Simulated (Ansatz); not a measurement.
**What a trial cell of Ga2As relaxes into**

These are results of DFT PBE, scalar-relativistic, plane waves, PAW (Ansatz 0.2.0), not measurements. Cutoff 420 eV, Γ-centred k mesh, Gaussian smearing, no spin polarisation in the final step.

Ga2As was placed on the Cu2Sb structure type (P4/nmm, No. 129), with As in place of Sb, Ga in place of Cu, at a guessed volume.

```yaml
crystal:
  lattice:
    - [4.07850, 0.00000, 0.00000]
    - [0.00000, 4.07850, 0.00000]
    - [0.00000, 0.00000, 6.22299]
  atoms:
    - { symbol: Ga, position: [0.00000, 0.00000, 0.00000] }
    - { symbol: Ga, position: [0.50000, 0.50000, 0.00000] }
    - { symbol: Ga, position: [0.00000, 0.50000, 0.27000] }
    - { symbol: Ga, position: [0.50000, 0.00000, 0.73000] }
    - { symbol: As, position: [0.00000, 0.50000, 0.70000] }
    - { symbol: As, position: [0.50000, 0.00000, 0.30000] }
```

Cell and atoms relax at zero pressure; the relaxation can't lower the symmetry of the start. After a coarse first stage the cell is made exact in the group found at 0.06 Å.

The zero of energy is the elements' standard structures at the same level; no fitted shifts are applied.

Q: Which crystal results?

A: It keeps P4/nmm (No. 129), but not the shape of the type it started on. Conventional cell: a = 3.848 Å, c = 8.046 Å. Around Ga on Wyckoff site a (2 atoms of the primitive cell) lie 4 Ga at 2.72 Å; around Ga on Wyckoff site c (2 atoms of the primitive cell) lie 5 As at 2.65–2.75 Å; As has 5 Ga at 2.65–2.75 Å and 4 Ga at 3.15 Å.

```
Ga As
1.0
     3.84784    0.00000    0.00000
     0.00000    3.84784    0.00000
     0.00000    0.00000    8.04628
Ga As
4 2
Cartesian
  0.0000 0.0000 0.0000
  1.9239 1.9239 0.0000
  0.0000 1.9239 2.8950
  1.9239 0.0000 5.1513
  0.0000 1.9239 5.5484
  1.9239 0.0000 2.4978
```

Q: What are its volume, energy, density and gap?

A: The volume per atom is 19.86 Å³ and the density is 5.98 g/cm³. The energy over the elements is 0.01 eV/atom and the gap on the 10×10×6 mesh is 0 eV (a metal).

The final run used a 10×10×6 mesh on its 6-atom cell and 0.10 eV smearing. The k mesh leaves about 4 meV/atom of noise in metals. A later test with randomly moved atoms lowered the energy by 24 meV/atom on a coarse mesh, so it isn't stable against such moves and is likely a saddle point held by symmetry.

Cost: 6 runs of about 9.1 core-minutes in all, on Intel Xeon 6975P-C (Granite Rapids) (shared hosts).